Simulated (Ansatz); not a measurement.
# PtSe2 (Sudovikovite) (P-3m1) in Ansatz: further runs, part 2 of 2

Ansatz 0.2.0. Earlier steps stand in the parts before.

### 4 Single point, PBE

Input file input.yaml:

```yaml
crystal:
  lattice:
    - [3.724, 0.0, 0.0]
    - [-1.862, 3.2250786037, 0.0]
    - [0.0, 0.0, 5.062]
  atoms:
    - { symbol: Pt, position: [0.0, 0.0, 0.0] }
    - { symbol: Se, position: [0.6666666667, 0.3333333333, 0.75] }
    - { symbol: Se, position: [0.3333333333, 0.6666666667, 0.25] }
hamiltonian:
  xc: pbe
  pseudopotentials: { kind: paw }
kpoints:
  mp_grid: { grid: [8, 8, 5] }
scf:
  occupations: { method: gaussian, width: 0.012 }
output:
  forces: true
  stress: true
  eigenvalues: true
```

Potentials or basis: Ansatz PAW.

Started as:

```sh
ansatz run input.yaml --threads 2 --pin off --max-ram 5632MiB --backend cpu --events-out ev --progress --plain --runs-dir out
```

Standard output:

```text
Warning: RAYON_NUM_THREADS=2 ignored (pool sized by the plan → 2); use --threads N
Engine: ansatz 0.2.0, x86_64-unknown-linux-gnu
Pseudopotentials: kind: paw
Pseudopotential: Pt, paw, valence charge 18, recommended cutoff 420 eV (normal), Pt.paw.azcp
Pseudopotential: Se, paw, valence charge 16, recommended cutoff 420 eV (normal), Se.paw.azcp
Functional definition: PBE
  parameter kappa = 0.804
[... 49 lines left out ...]
  atom   1  Pt    -0.00000000    -0.00000000     0.00000000
  atom   2  Se     0.00000000    -0.00000000    -0.56985196
  atom   3  Se    -0.00000000     0.00000000     0.56985196
  max |Σ_I F_I| component: 1.16e-18 eV/Å
--- Stress (GPa, compression-positive) ---
        7.898020       0.000000      -0.000000
        0.000000       7.898020       0.000000
       -0.000000       0.000000       6.171606
  P = ⅓ Tr σ = 7.3225 GPa (73.225 kbar)
--- Band table (eV; the first three rows and the last of 40) ---
  k-point 0: bands = ["-86.2523", "-40.5042", "-40.5042", "-40.4105", "-35.2302", "-35.2302", "-35.2279", "-35.2279", "-35.2116", "-35.2116", "-35.2067", "-35.2067", "-35.2010", "-35.2008", "-2.4012", "0.4257", "6.1102", "6.8139", "6.8139", "9.2702", "9.2702", "10.7168", "12.2428", "12.2428", "13.7244", "14.7781", "14.7781", "16.9297", "17.5312", "20.6149"]
  k-point 1: bands = ["-86.2523", "-40.5042", "-40.5042", "-40.4105", "-35.2302", "-35.2302", "-35.2279", "-35.2279", "-35.2113", "-35.2113", "-35.2071", "-35.2071", "-35.2011", "-35.2007", "-2.2552", "0.0780", "6.6286", "6.8319", "6.8319", "9.2589", "9.2589", "10.6830", "12.0771", "12.0771", "12.8791", "15.0667", "15.0667", "17.2385", "18.3690", "20.4747"]
  k-point 2: bands = ["-86.2523", "-40.5042", "-40.5042", "-40.4105", "-35.2301", "-35.2301", "-35.2280", "-35.2280", "-35.2105", "-35.2105", "-35.2079", "-35.2079", "-35.2011", "-35.2006", "-1.9141", "-0.5433", "6.8616", "6.8616", "7.6290", "9.2421", "9.2421", "10.4711", "11.7565", "11.8458", "11.8458", "15.5388", "15.5388", "17.9555", "19.4760", "20.1592"]
  k-point 39: bands = ["-86.2520", "-40.5126", "-40.5100", "-40.4098", "-35.2297", "-35.2294", "-35.2289", "-35.2281", "-35.2106", "-35.2092", "-35.2088", "-35.2085", "-35.2005", "-35.2004", "-0.4457", "-0.3132", "6.3762", "6.9041", "7.4759", "8.4637", "8.8075", "9.5199", "9.6653", "10.7404", "11.0030", "14.8019", "15.3073", "19.1688", "20.2214", "21.0543"]
```

Run time: 3.5 s. Hardware: 2 threads of Intel Xeon at 2.50GHz (Skylake/Cascade Lake), shared host; peak memory 0.4 GiB.

Results:

| Quantity | Value |
| --- | --- |
| Free energy | -23462.2528 eV |
| Pressure | 7.3 GPa |
| Largest force | 0.570 eV/Å |
| Band gap on the k mesh | none (metal or under the smearing width) |

Forces in eV/Å, atoms in the order of the input:
```
Pt   0.000  0.000  0.000
Se   0.000  0.000 -0.570
Se   0.000  0.000  0.570
```

Stress tensor (GPa, compression positive):
```
7.90 0.00 0.00
0.00 7.90 0.00
0.00 0.00 6.17
```

Levels at points of the mesh, in eV from the Fermi level:
```
            k point  band 21  band 22  band 23  band 24  band 25  band 26  band 27  band 28  band 29  band 30
 (0.00, 0.00, 0.00)    -4.15    -2.71    -1.18    -1.18     0.30     1.35     1.35     3.50     4.11     7.19
(0.00, -0.50, 0.00)    -3.82    -3.66    -3.64    -3.56    -3.10     0.56     2.25     4.68     5.73     7.01
```

Spin-orbit coupling is left out, which matters for the levels of Pt.

### 5 Relaxation of cell and atoms, revPBE+D3(BJ)

input.yaml: that of step 4 with these lines changed.

```diff
@@ -10,4 +10,5 @@
 hamiltonian:
-  xc: pbe
+  xc: revpbe
   pseudopotentials: { kind: paw }
+  dispersion: d3bj
 kpoints:
@@ -15,3 +16,3 @@
 scf:
-  occupations: { method: gaussian, width: 0.012 }
+  occupations: { method: fermi_dirac, width: 0.05 }
 output:
@@ -19,2 +20,5 @@
   stress: true
-  eigenvalues: true
+relax:
+  f_tol: 0.01
+  max_steps: 40
+  cell: { stress_tol: 0.05 }
```

Potentials or basis: Ansatz PAW.

Started as:

```sh
ansatz run input.yaml --threads 2 --pin off --max-ram 5632MiB --backend cpu --events-out ev --progress --plain --runs-dir out
```

Standard output:

```text
Warning: RAYON_NUM_THREADS=2 ignored (pool sized by the plan → 2); use --threads N
[... 4 set-up lines as earlier in the session ...]
Functional definition: revPBE
  parameter kappa = 1.245
[... 3 set-up lines as earlier in the session ...]
Crystal: 3 atoms, lattice volume = 60.796 Å³
Basis set: ecut = 420 eV, 1205 PW (Γ), exchange–correlation on 50×50×72 points (8 copies of the dense FFT grid, shifted against one another)
Bands: 30, of which v1, the nominal top of the filled ones, is band 25 counted from 1 (24 counted from 0)
[... 2 set-up lines as earlier in the session ...]
k-points: 40 of 320
[... 3 set-up lines as earlier in the session ...]
PAW frozen core: Pt, regenerated for the run's functional, and the local potential with it (the file was generated under x = pbe(κ = 0.804, μ = 0.2195149727645171), c = pbe(β = 0.06672455060314922))
PAW frozen core: Se, regenerated for the run's functional, and the local potential with it (the file was generated under x = pbe(κ = 0.804, μ = 0.2195149727645171), c = pbe(β = 0.06672455060314922))
[... 2 set-up lines as earlier in the session ...]
[... 76 lines left out ...]
SCF converged after 7 iterations
Free energy (F): -23483.432083 eV
Harris-Foulkes:  -23483.432083 eV  (|F-HF|=7.28e-12)
Internal energy: -23483.428963 eV  (E = F + TS)
E sigma→0 (E₀):  -23483.430523 eV
Entropy (-TS):   -0.003119 eV (-1.040 meV/atom)
Fermi energy:    14.481875 eV
--- Per-component energies (eV) ---
  E_band       = -901.336322
  E_kinetic    = 875.776670
  E_local      = -6272.848785  (includes V_loc(G=0)·N_el)
  E_nonlocal   = -992.736878
  E_hartree    = 2919.744391
  E_xc         = -471.636792
  E_vxc        = -500.622141  (∫ρ·V_xc dr)
  E_paw        = -13295.681288  (= ΣΔE_a)
  E_vpaw       = 149.606941  (= ΣTr[D̂ρ^β])
  E_aug_tail   = -0.000998  (compensation charges beyond the density's cutoff)
  E_ewald      = -6242.667751
  E_disp       = -2.955661  (pairwise vdW)
  E_core_change = -0.421872  (= ΣΔE_core)
  E_smearing   = -0.003119  (= −TS)
  E_closure    = 0.000000  (closes the sum)
  Σ components = -23483.432083   (vs F -23483.432083, Δ=0.00e0)
--- Forces (eV/Å), atoms counted from 1 ---
  atom   1  Pt     0.00000000    -0.00000000     0.00000000
  atom   2  Se    -0.00000000     0.00000000     0.00217988
  atom   3  Se     0.00000000    -0.00000000    -0.00217988
  max |Σ_I F_I| component: 1.16e-18 eV/Å
--- Stress (GPa, compression-positive) ---
        0.001858      -0.000000      -0.000000
       -0.000000       0.001858      -0.000000
        0.000000      -0.000000       0.006738
  P = ⅓ Tr σ = 0.0035 GPa (0.035 kbar)
--- Relaxed structure (5 steps of the walk, 5 accepted, 1 SCFs on fresh bases) ---
  F+E_penalty+E_count = -23483.43208259 eV   max|allowed force component| = 2.180e-3 eV/Å   (the final SCF, on the basis selected at the relaxed cell)
  cell:  # Å, volume = 57.3429 Å³
    - [3.756171686865099, 5.228815469973993e-33, 7.174421226243385e-33]
    - [-1.8780858434325496, 3.2529401018010238, -4.21906461712614e-33]
    - [1.057857823654711e-32, 3.140515413974924e-33, 4.69307974008534]
  atoms:
    - { symbol: Pt, position: [3.081612993588598e-34, 4.3129162888785005e-35, 9.138540634673024e-19] }
    - { symbol: Se, position: [0.6666666666666666, 0.3333333333333333, 0.7271281434630327] }
    - { symbol: Se, position: [0.3333333333333333, 0.6666666666666666, 0.2728718565369673] }
```

Wall time 22 s (2 threads of Intel Xeon at 2.50GHz (Skylake/Cascade Lake), shared host); peak memory 0.42 GiB.

What came out:

- Free energy: -23483.4321 eV
- Relaxed volume: 19.11 Å³/atom
- Relaxed cell: a = 3.756 Å, b = 3.756 Å, c = 4.693 Å, α = 90.00°, β = 90.00°, γ = 120.00°
- Space group after relaxing (to 0.05 Å): P-3m1 (No. 164)
- Energy gained by relaxing: 32.7 meV/atom
- Ionic steps: 6
- Pressure after relaxing: 0.0 GPa

Forces on the atoms (eV/Å):
```
Pt   0.000  0.000  0.000
Se   0.000  0.000  0.002
Se   0.000  0.000 -0.002
```

The path:
| step | energy change (eV) | largest force (eV/Å) | volume (Å³) |
| --- | --- | --- | --- |
| 1 | 0.0000 | 0.6893 | 60.80 |
| 2 | -0.0395 | 0.6683 | 56.71 |
| 3 | -0.0915 | 0.0695 | 58.44 |
| 4 | -0.0987 | 0.0148 | 57.41 |
| 5 | -0.0988 | 0.0020 | 57.34 |
| 6 | -0.0981 | 0.0022 | 57.34 |

Final structure:
```
Pt Se
1.0
     3.75617    0.00000    0.00000
    -1.87809    3.25294    0.00000
     0.00000    0.00000    4.69308
Pt Se
1 2
Direct
  0.00000 0.00000 0.00000
  0.66667 0.33333 0.72713
  0.33333 0.66667 0.27287
```

Caveat: the plane-wave basis is chosen anew once the cell has moved, so the energies of steps on either side of that aren't comparable; the PAW data sets come from PBE, with cores solved anew for the run's functional, which leaves a small shift of forces and pressure.

### 6 Relaxation of cell and atoms, revPBE+D4

input.yaml: that of step 5 with these lines changed.

```diff
@@ -12,3 +12,3 @@
   pseudopotentials: { kind: paw }
-  dispersion: d3bj
+  dispersion: d4
 kpoints:
```

Potentials or basis: Ansatz PAW.

Started as:

```sh
ansatz run input.yaml --threads 2 --pin off --max-ram 5632MiB --backend cpu --events-out ev --progress --plain --runs-dir out
```

Wall time 26 s (2 threads of Intel Xeon at 2.50GHz (Skylake/Cascade Lake), shared host); peak memory 0.42 GiB.

The run converged. Its results:

```yaml
Free_energy: -23483.2667 eV
Relaxed_volume: 19.28 Å³/atom
Relaxed_cell: a = 3.760 Å, b = 3.760 Å, c = 4.725 Å, α = 90.00°, β = 90.00°, γ = 120.00°
Space_group_after_relaxing_to_0.05_Å: P-3m1 (No. 164)
Energy_gained_by_relaxing: 28.5 meV/atom
Ionic_steps: 7
Pressure_after_relaxing: 0.0 GPa
```

Step by step:
```csv
step,energy change (eV),largest force (eV/Å),volume (Å³)
1,0.0000,0.6950,60.80
2,-0.0228,0.7172,56.89
3,-0.0789,0.0512,59.05
4,-0.0854,0.0144,58.21
5,-0.0861,0.0019,57.80
6,-0.0861,0.0015,57.84
7,-0.0855,0.0013,57.84
```

Final structure:
```yaml
crystal:
  lattice:
    - [3.75979, 0.00000, 0.00000]
    - [-1.87989, 3.25607, 0.00000]
    - [0.00000, 0.00000, 4.72504]
  atoms:
    - { symbol: Pt, position: [0.00000, 0.00000, 0.00000] }
    - { symbol: Se, position: [0.66667, 0.33333, 0.72829] }
    - { symbol: Se, position: [0.33333, 0.66667, 0.27171] }
```

Caveat: the plane-wave basis is chosen anew once the cell has moved, so the energies of steps on either side of that aren't comparable; the PAW data sets come from PBE, with cores solved anew for the run's functional, which leaves a small shift of forces and pressure.

### 7 Summary

| task | level | cell | smearing | gap on the mesh (eV) | pressure (GPa) | relaxed volume (Å³/atom) | largest force (eV/Å) |
| --- | --- | --- | --- | --- | --- | --- | --- |
| single point | PBE | as given | gaussian 0.015 eV | none | 7.3 | - | 0.57 |
| relaxation of cell and atoms | BLYP | relaxed | fermi-dirac 0.05 eV | 1.29 | 0.0 | 38.49 | - |
| single point | PBE | as given | gaussian 0.012 eV | none | 7.3 | - | 0.57 |
| relaxation of cell and atoms | revPBE+D3(BJ) | relaxed | fermi-dirac 0.05 eV | - | 0.0 | 19.11 | - |
| relaxation of cell and atoms | revPBE+D4 | relaxed | fermi-dirac 0.05 eV | - | 0.0 | 19.28 | - |

Alike in all rows: potentials or basis Ansatz PAW; no spin polarisation; k mesh 8 × 8 × 5; cutoff (eV) 420.

Caveats: the plane-wave basis is chosen anew once the cell has moved, so the energies of steps on either side of that aren't comparable (some runs); the PAW data sets come from PBE, with cores solved anew for the run's functional, which leaves a small shift of forces and pressure (some runs); the volume moved by over 15 % at a fixed basis, so the end points are rough (some runs); odd divisions of the mesh miss points on the zone boundary, where band edges often lie, so the gap on the mesh can be too wide (some runs); spin-orbit coupling is left out, which moves the levels of the heavy elements (some runs); the volume moved by +90 % from the deposited cell, more than functionals usually miss (some runs).

Absolute energies hang on the potentials; compare differences alone.
